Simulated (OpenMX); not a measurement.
ZrN:

```xyz
2
Lattice="0.0000 2.3000 2.3000 2.3000 0.0000 2.3000 2.3000 2.3000 0.0000" Properties=species:S:1:pos:R:3 pbc="T T T"
Zr    2.3000    2.3000    2.3000
N     0.0000    0.0000    0.0000
```

- Program: OpenMX 3.8.5
- Task: single point
- Functional: PBE
- Potentials or basis: OpenMX 2013 PBE set, Zr7.0-s3p2d2, N6.0-s2p2d1, grid cutoff 350 Ry
- k mesh: 11 × 11 × 11
- Occupations: fermi-dirac, width 0.05 eV
- Spin: no spin polarisation

On this cell: pressure 3.1 GPa; largest force zero by symmetry; band gap on the k mesh none (metal or under the smearing width).

The same run follows on a disturbed copy (atoms moved at random, drawn with an rms of 0.05 Å):

```
Zr N
1.0
     0.00000    2.30000    2.30000
     2.30000    0.00000    2.30000
     2.30000    2.30000    0.00000
Zr N
1 1
Direct
  0.49908 0.50418 0.49783
  0.00043 0.99544 0.00642
```

Q: What does the disturbed cell give?

A: The energy (extrapolated to zero smearing) moves by +2.3 meV/atom; pressure 3.2 GPa; largest force 0.325 eV/Å; band gap on the k mesh none (metal or under the smearing width).

Forces on the atoms (eV/Å):
```
Zr  -0.007  0.260 -0.195
N    0.004 -0.254  0.190
```

Caveats: the basis of atomic orbitals isn't converged, which shifts pressures, moduli and gaps.
